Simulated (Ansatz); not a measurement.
Working through a comparison of enthalpies under pressure of two structures of Hf

Computed with Ansatz 0.2.0, Python API.

Interactive session:
```pycon
>>> import csv
>>> import warnings
>>> import ansatz
>>> import numpy as np
>>> FUNCTIONAL = 'pbe'
>>> CUTOFF_EV = 460
>>> KSPACING = 0.15
>>> FILLING = 'fermi_dirac'
>>> SMEARING_WIDTH = 0.05
>>> def bcc(a_site, a):
...     return (
...         ansatz.Lattice.bcc(a)
...         .space_group(229)
...         .atom(a_site, (0, 0, 0))
...         .primitive()
...     )
...
>>> def sc(A, a):
...     return (
...         ansatz.Lattice.cubic(a)
...         .space_group(221)
...         .atom(A, (0, 0, 0))
...     )
...
>>> def compute(name, crystal, pressure=0.0):
...     calc = (
...         crystal.calculation()
...         .functional(FUNCTIONAL)
...         .basis(CUTOFF_EV)
...         .kpoints(spacing=KSPACING)
...         .occupations(FILLING, width=SMEARING_WIDTH)
...     )
...     calc = calc.relax(force_tolerance=0.03, max_steps=40, cell=True, pressure=pressure)
...     return calc.run(threads=1, backend='cpu')
...
>>> def volume_per_atom(outcome):
...     return abs(np.linalg.det(outcome.lattice.cell_ang)) / len(outcome.lattice.sites)
...
>>> warnings.simplefilter('ignore', ansatz.DeckWarning)
>>> phases = {}
>>> phases['bcc'] = bcc('Hf', 3.55)
>>> phases['sc'] = sc('Hf', 2.91)
>>> # enthalpy per atom at each pressure
>>> pressures = [0, 20, 40, 60]
>>> enthalpy, volume = {name: [] for name in phases}, {name: [] for name in phases}
>>> for p in pressures:
...     for name, crystal in phases.items():
...         o = compute(name, crystal, pressure=p)
...         volume[name].append(volume_per_atom(o))
...         enthalpy[name].append(o.report['energy_sigma0_ev'] / len(o.lattice.sites) + p * volume[name][-1] / 160.21766)
...
>>> gap = np.array(enthalpy['sc']) - np.array(enthalpy['bcc'])
>>> rows = [(p, va, vb, 1000 * d) for p, va, vb, d in zip(pressures, volume['bcc'], volume['sc'], gap)]
>>> with open('transition.csv', 'w', newline='') as handle:
...     writer = csv.writer(handle)
...     writer.writerow(['P (GPa)', 'V bcc (A^3/atom)', 'V sc (A^3/atom)', 'H(sc) - H(bcc) (meV/atom)'])
...     writer.writerows([round(v, 4) if isinstance(v, float) else v for v in row] for row in rows)
...
68
>>> print(open('transition.csv').read())
P (GPa),V bcc (A^3/atom),V sc (A^3/atom),H(sc) - H(bcc) (meV/atom)
0,22.3081,24.8135,906.8417
20,19.0569,20.3468,1121.2614
40,17.1491,18.1143,1259.8273
60,15.8294,16.6986,1371.5792
>>> crossings = [p0 - g0 * (p1 - p0) / (g1 - g0) for p0, p1, g0, g1 in zip(pressures, pressures[1:], gap, gap[1:]) if g0 * g1 < 0]
>>> print('crossing near', [round(float(p), 1) for p in crossings], 'GPa') if crossings else print('no crossing in this range')
no crossing in this range
```

The run is spin-unpolarised. At a fixed pressure a relaxation lowers the enthalpy F + PV, while F alone can rise. Spin-orbit coupling, which matters for elements this heavy, is left out. Only these two structures are compared, at zero temperature and with their symmetry kept; either may be hypothetical, and another phase may be lower than both. Differences under 10 to 15 meV an atom lie within the error of mesh and functional. The cells are prototypes set up for this calculation and needn't exist. Wall time of the script: 100 s on 1 thread of Arm Neoverse V2, on a shared host, peak memory 0.47 GiB.
